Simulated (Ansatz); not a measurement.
# Sn (omega type): how the settings move a single-point run

How sensitive is a single-point run of Sn (omega type) to its settings? A reference run comes first, then one run with altered input.

Method: reference: DFT, PBE, PAW with Ansatz's default frozen-core files, scalar-relativistic, in Ansatz 0.2.0.

## Step 1: The starting structure

It takes space group P6/mmm (No. 191, hexagonal). The conventional cell has a = 4.459 Å, b = 4.459 Å, c = 2.673 Å, α = 90.00°, β = 90.00°, γ = 120.00°. Sn (site symmetry 6/mmm) has 14 Sn at 2.67 to 2.90 Å as nearest neighbours. Sn (site symmetry -6m2) has 11 Sn at 2.57 to 2.90 Å as nearest neighbours.

Structure file:

```xyz
3
Lattice="4.4587 0.0000 0.0000 -2.2294 3.8614 0.0000 0.0000 0.0000 2.6726" Properties=species:S:1:pos:R:3 pbc="T T T"
Sn    0.0000    0.0000    0.0000
Sn    0.0000    2.5742    1.3363
Sn    2.2294    1.2871    1.3363
```

## Step 2: The reference run

Input file input.yaml:

```yaml
crystal:
  lattice:
    - [4.4587138163, 0.0, 0.0]
    - [-2.2293569082, 3.8613594332, 0.0]
    - [0.0, 0.0, 2.6725917108]
  atoms:
    - { symbol: Sn, position: [0.0, 0.0, 0.0] }
    - { symbol: Sn, position: [0.3333333333, 0.6666666667, 0.5] }
    - { symbol: Sn, position: [0.6666666667, 0.3333333333, 0.5] }
kpoints:
  mp_grid: { grid: [7, 7, 9] }
  band_path:
    path:
      - [0.0, 0.0, 0.0]
      - [0.5, 0.0, 0.0]
      - [0.3333333333, 0.3333333333, 0.0]
      - [0.0, 0.0, 0.0]
      - [0.0, 0.0, 0.5]
      - [0.5, 0.0, 0.5]
      - [0.3333333333, 0.3333333333, 0.5]
      - [0.0, 0.0, 0.5]
      - [0.5, 0.0, 0.5]
    npoints: 8
scf:
  occupations: { method: fermi_dirac, width: 0.1 }
hamiltonian:
  xc: pbe
  pseudopotentials: { kind: paw }
output:
  forces: true
  stress: true
  eigenvalues: true
  populations: true
  dos: { projected: true, de: 0.2, e_range: [-14, 8] }
```

On the command line:

```sh
$ ansatz run input.yaml --threads 1 --pin off --max-ram 3072MiB --backend cpu --events-out ev --progress --plain --runs-dir out
```

## Step 3: Variant: pseudopotentials.kind nc

Edit input.yaml of step 2 so:

```diff
@@ -27,3 +27,3 @@
   xc: pbe
-  pseudopotentials: { kind: paw }
+  pseudopotentials: { kind: nc }
 output:
@@ -33,2 +33 @@
   populations: true
-  dos: { projected: true, de: 0.2, e_range: [-14, 8] }
```

What does the calculation give? Wanted: for each run, ending; energy change; pressure; gap; force.

**Answer**, as computed:

| run | ending | energy change | pressure (GPa) | gap (eV) | force (eV/Å) | cycles | time |
| --- | --- | --- | --- | --- | --- | --- | --- |
| reference | converged | - | 118.4 | 0.00 | 0.00 | 7 | 5 s |
| 1: pseudopotentials.kind nc | converged | not comparable | 118.6 | 0.00 | 0.00 | 7 | 22 s |

Times don't compare one to one where runs were asked for different outputs or read a saved state (see the inputs); cycles may leave out searches for a lower state.

Residual by cycle in the longest SCF loop of each run; runs are numbered as in the table. The quantity is the density residual dr2, in eV.

| cycle | reference | run 1 |
| --- | --- | --- |
| 1 | 0.01 | 0.308 |
| 2 | 0.00397 | 0.111 |
| 3 | 1.2e-4 | 6.9e-4 |
| 4 | 4.9e-5 | 4.9e-4 |
| 5 | 5.2e-6 | 1.0e-5 |
| 6 | 2.1e-7 | 5.3e-7 |
| 7 | 2.4e-9 | 6.1e-9 |

A change of potentials puts the total energy on another scale; pressure, gap, moments and forces, where computed, barely move. The two sets of potentials agree on what can be compared. The structure is not at rest: the sound run finds 118 GPa, so these are no properties of the relaxed crystal. 
